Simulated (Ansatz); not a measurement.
Molecular dynamics of LaB₆

input.yaml

```yaml
accuracy: low
crystal:
  lattice:
    - [0.0, 4.286655, 4.286655]
    - [4.286655, 0.0, 4.286655]
    - [4.286655, 4.286655, 0.0]
  atoms:
    - { symbol: La, position: [-0.00135784, -0.01209359, 0.06896297] }
    - { symbol: B, position: [0.08753304, 0.40870545, 0.49109254] }
    - { symbol: B, position: [0.38119904, 0.13324856, 0.18857685] }
    - { symbol: B, position: [0.41516594, 0.38786488, 0.18434812] }
    - { symbol: B, position: [0.10504393, 0.10526829, 0.45395022] }
    - { symbol: B, position: [0.119028, 0.41704585, 0.15454105] }
    - { symbol: B, position: [0.41364185, 0.10730495, 0.47837665] }
    - { symbol: La, position: [0.49441492, 0.52879286, 0.53364593] }
    - { symbol: B, position: [0.59000021, 0.90156075, 1.01260591] }
    - { symbol: B, position: [0.89874741, 0.62181758, 0.67360604] }
    - { symbol: B, position: [0.9395112, 0.90762168, 0.67019632] }
    - { symbol: B, position: [0.56710616, 0.60998241, 0.98967486] }
    - { symbol: B, position: [0.58076446, 0.93190388, 0.68198399] }
    - { symbol: B, position: [0.89110646, 0.60801721, 0.98006138] }
basis:
  ecutwfc: 420.0
kpoints:
  mp_grid: { grid: [3, 3, 3] }
hamiltonian:
  xc: pbesol
scf:
  occupations: { method: fermi_dirac, width: 0.17 }
  lower_state_search: "off"
md:
  timestep: 1
  n_steps: 260
  ensemble: nvt_langevin
  temperature: 1600.0
  initial_velocities: maxwell_boltzmann
  seed: 87135
  friction: 0.02
  temperature_schedule:
    - { n_steps: 195, end_temperature: 300.0 }
    - { n_steps: 65, end_temperature: 300.0 }
```

Command:

```bash
$ ansatz run input.yaml --threads 1 --pin off --max-ram 3072MiB --backend cpu --events-out ev --progress --plain --runs-dir out
```

It goes on from the last frame of an earlier run, with new velocities.

Output, in part (step lines):

```
md step     0: t =     0.00 fs  T =  1485.7 K (target 1600.0 K)  F+E_penalty+E_count = -14159.25161636 eV  E_kin = 2.688608 eV  (8 SCF iters)
md step     1: t =     1.00 fs  T =  1435.1 K (target 1596.7 K)  F+E_penalty+E_count = -14159.24716290 eV  E_kin = 2.597077 eV  (7 SCF iters)
md step     2: t =     2.00 fs  T =  1435.6 K (target 1590.0 K)  F+E_penalty+E_count = -14159.25835493 eV  E_kin = 2.597975 eV  (7 SCF iters)
md step     3: t =     3.00 fs  T =  1520.0 K (target 1583.3 K)  F+E_penalty+E_count = -14159.29844727 eV  E_kin = 2.750584 eV  (7 SCF iters)
md step     4: t =     4.00 fs  T =  1508.5 K (target 1576.7 K)  F+E_penalty+E_count = -14159.34042142 eV  E_kin = 2.729908 eV  (7 SCF iters)
md step     5: t =     5.00 fs  T =  1495.2 K (target 1570.0 K)  F+E_penalty+E_count = -14159.37082209 eV  E_kin = 2.705756 eV  (6 SCF iters)
md step     6: t =     6.00 fs  T =  1532.2 K (target 1563.3 K)  F+E_penalty+E_count = -14159.39336178 eV  E_kin = 2.772809 eV  (5 SCF iters)
md step     7: t =     7.00 fs  T =  1375.6 K (target 1556.7 K)  F+E_penalty+E_count = -14159.38593346 eV  E_kin = 2.489255 eV  (5 SCF iters)
[... lines left out ...]
md step   260: t =   260.00 fs  T =   358.0 K (target 300.0 K)  F+E_penalty+E_count = -14160.52206407 eV  E_kin = 0.647832 eV  (6 SCF iters)
```

The steps, from the saved trajectory:

```
time (fs)  T (K)  potential energy less start (eV)
      0.0   1486                             0.000
      8.0   1436                            -0.088
     16.0   1452                             0.622
     24.0   1634                             0.095
     32.0   1581                             0.124
     40.0   1623                             0.212
     48.0   1849                             0.763
     56.0   1201                             1.482
     64.0   1472                             0.365
     72.0   1607                             0.012
     80.0   1202                            -0.063
     88.0   1119                            -0.052
     96.0    889                             0.294
    104.0   1125                            -0.645
    112.0    747                            -0.218
    120.0   1051                            -0.958
    128.0    862                            -0.775
    136.0    642                            -0.716
    144.0    692                            -1.012
    152.0    895                            -1.380
    160.0    686                            -0.799
    168.0    841                            -1.261
    176.0    816                            -1.315
    184.0    574                            -0.957
    192.0    729                            -1.226
    200.0    567                            -1.112
    208.0    672                            -1.402
    216.0    479                            -1.262
    224.0    518                            -1.461
    232.0    461                            -1.412
    240.0    423                            -1.449
    248.0    441                            -1.525
    256.0    426                            -1.374
```

The run went to its last step. The schedule's set-point averaged 409 K over the second half and the system 617 K, so it lags behind the ramp. A run of 0.26 ps of so small a system gives no equilibrium averages. Limits of this set-up: coarse k mesh, low accuracy level.

Mean squared displacements from the first frame to the last, about the centre of mass: La 0.02 Å², B 0.06 Å².

Last frame:

```xyz
14
Lattice="0.0000 4.2867 4.2867 4.2867 0.0000 4.2867 4.2867 4.2867 0.0000" Properties=species:S:1:pos:R:3
La 0.179 0.221 0.228
B 3.490 2.422 2.144
B 0.990 2.426 2.270
B 2.248 2.307 3.508
B 2.205 2.327 0.989
B 2.246 1.152 2.256
B 2.302 3.600 2.365
La 4.439 4.332 4.429
B 7.759 6.576 6.485
B 5.168 6.674 6.364
B 6.473 6.708 7.820
B 6.569 6.663 5.244
B 6.544 5.217 6.524
B 6.481 7.924 6.554
```

Time of the run: 22 min on 1 thread of Intel(R) Xeon(R) 6975P-C (Granite Rapids), on a shared host, peak memory 0.57 GiB.
